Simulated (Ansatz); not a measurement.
# ZrN: the cost of one run

Method: DFT PBE, scalar-relativistic, plane waves, PAW, in Ansatz 0.2.0.

3 further runs of the same task are left out: 3 set aside as unsound or not needed.

## (1) The starting structure

It takes space group Fm-3m (No. 225, cubic). Conventional cell: a = 4.417 Å, b = 4.417 Å, c = 4.417 Å, α = 90.00°, β = 90.00°, γ = 90.00°. Ta (site symmetry m-3m) is surrounded by 6 N at 2.21 Å. N (site symmetry m-3m) has 6 Ta at 2.21 Å as nearest neighbours.

As a file:

```xyz
2
Lattice="0.0000 2.2086 2.2086 2.2086 0.0000 2.2086 2.2086 2.2086 0.0000" Properties=species:S:1:pos:R:3 pbc="T T T"
Ta    2.2086    2.2086    2.2086
N     0.0000    0.0000    0.0000
```

This cell was relaxed beforehand with the same method: volume 10.77 Å³/atom, gap on the mesh none (metal).

## (2) The second end member

ZrN is put into the same structure and relaxed.

The cell holds 1 Zr, 1 N: a = 3.297 Å, b = 3.297 Å, c = 3.297 Å, α = 60.00°, β = 60.00°, γ = 60.00°.

## (3) A first look at the start (ZrN)

The input, input.yaml:

```yaml
crystal:
  lattice:
    - [0.0, 2.331280399, 2.331280399]
    - [2.331280399, 0.0, 2.331280399]
    - [2.331280399, 2.331280399, 0.0]
  atoms:
    - { symbol: Zr, position: [0.5, 0.5, 0.5] }
    - { symbol: "N", position: [0.0, 0.0, 0.0] }
basis:
  ecutwfc: 420
kpoints:
  mp_grid: { grid: [6, 6, 6] }
hamiltonian:
  xc: pbe
scf:
  occupations: { method: gaussian, width: 0.1 }
output:
  forces: true
  stress: true
  eigenvalues: true
```

Run with:

```bash
ansatz run input.yaml --threads 2 --pin off --max-ram 5120MiB --backend cpu --events-out ev --progress --plain --runs-dir out
```

**Question.** How long does this run take on 2 threads of Intel Xeon Platinum 8375C at 2.90GHz (Ice Lake), shared host, and how much memory does it need?

About 1.6 s, with a peak of 0.34 GiB.
